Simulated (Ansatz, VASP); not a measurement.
## One calculation of Ta, two programs

File INCAR:

```
SYSTEM = Ta
ALGO     = Normal         ! electronic algorithm
EDIFF    = 1E-6           ! SCF threshold, eV
ENCUT    = 520            ! plane-wave cutoff, eV
GGA      = PS             ! functional
ISIF     = 2              ! what is computed and relaxed
ISMEAR   = 0              ! smearing method
LASPH    = .True.         ! aspherical terms in the spheres
LCHARG   = .False.        ! write CHGCAR
LREAL    = .False.        ! projectors in reciprocal space
LWAVE    = .False.        ! write WAVECAR
NBANDS   = 18             ! bands
NELM     = 100            ! most SCF steps
PREC     = Accurate       ! precision mode
SIGMA    = 0.1            ! smearing width, eV
```

KPOINTS

```
k-points
0
Gamma
  15 15 8
  0 0 0
```

Contents of POSCAR:

```
Ta
1.0
    3.4480212600      0.0000000000      0.0000000000
   -1.7240106300      2.9860740040      0.0000000000
    0.0000000000      0.0000000000      5.2971106800
Ta
2
Direct
    0.3333333333      0.6666666667      0.7500000000
    0.6666666667      0.3333333333      0.2500000000
```

Input for Ansatz:

```yaml
crystal:
  lattice:
    - [3.44802126, 0.0, 0.0]
    - [-1.72401063, 2.986074004, 0.0]
    - [0.0, 0.0, 5.29711068]
  atoms:
    - { symbol: Ta, position: [0.3333333333, 0.6666666667, 0.75] }
    - { symbol: Ta, position: [0.6666666667, 0.3333333333, 0.25] }
basis:
  ecutwfc: 420
kpoints:
  mp_grid: { grid: [15, 15, 8] }
hamiltonian:
  xc: pbesol
scf:
  occupations: { method: gaussian, width: 0.1 }
output:
  forces: true
  stress: true
  eigenvalues: true
  populations: true
```

Alike in both runs: task single point; functional PBEsol; k mesh 15 × 15 × 8; occupations gaussian, width 0.1 eV; no spin polarisation.

|  | VASP | Ansatz |
| --- | --- | --- |
| version | VASP 6.6.1 | Ansatz 0.2.0 |
| potentials or method | VASP PAW PBE potentials, release 64 (Ta_pv) | scalar-relativistic, plane waves, PAW |
| plane-wave cutoff (eV) | 520 | 420 |
| valence electrons in the cell | 22 | 26 |

|  | VASP | Ansatz | Ansatz less VASP |
| --- | --- | --- | --- |
| gap on the k mesh at the Fermi level (eV) | none | none | - |
| pressure (GPa) | -36.3 | -36.3 | +0.05 |
| largest component of the traceless stress (GPa) | 2.06 | 2.08 | +0.021 |

A gap of «none» marks a metal or a gap that the smearing closes. The two sets of potentials don't hold the same shells in valence.

Caveats: the cell as given lies far from equilibrium; so large a pressure means that the cell lies far from this level's equilibrium, or that cutoff or potentials fall short (VASP); the potentials were made for another functional, which shifts forces and pressure (VASP). Spin-orbit coupling is left out, which matters for the levels of Ta.
